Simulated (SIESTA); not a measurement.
**WS4 in SIESTA: the effect of functional**

WS4, a slab with vacuum:

```
S W
1.0
     3.18352    0.00000    0.00000
    -1.59176    2.75701    0.00000
     0.00000    0.00000   45.78223
S W
4 1
Direct
  0.66667 0.33333 0.16382
  0.66667 0.33333 0.46594
  0.66667 0.33333 0.53406
  0.66667 0.33333 0.83618
  0.33333 0.66667 0.50000
```

Alike in all runs:

| Quantity | Value |
| --- | --- |
| Program | SIESTA 5.4.2 |
| Task | single point |
| Basis | DZP (energy shift 0.003 Ry; two zetas on semicore shells) |
| Grid cutoff | 800 Ry |
| Energy shift | 0.003 Ry |
| k mesh | 10 × 10 × 1 |
| Occupations | fermi-dirac, width 0.05 eV |
| Spin | no spin polarisation |

```tsv
functional	potentials or basis	largest force (eV/Å)
LDA	PseudoDojo 0.4 standard (LDA files)	0.03
PBEsol	PseudoDojo 0.4 standard (PBEsol files)	?
AM05	PseudoDojo 0.4 standard (PBEsol files)	0.23
WC	PseudoDojo 0.4 standard (PBEsol files)	0.36
PW91	PseudoDojo 0.4 standard (PBE files)	0.69
```

Question: What does the run with functional PBEsol give?

Answer: Largest force 0.29 eV/Å.

Caveats: the potentials were made for another functional, which shifts forces and pressure (some runs).

Runs at the PBE level aren't shown here.
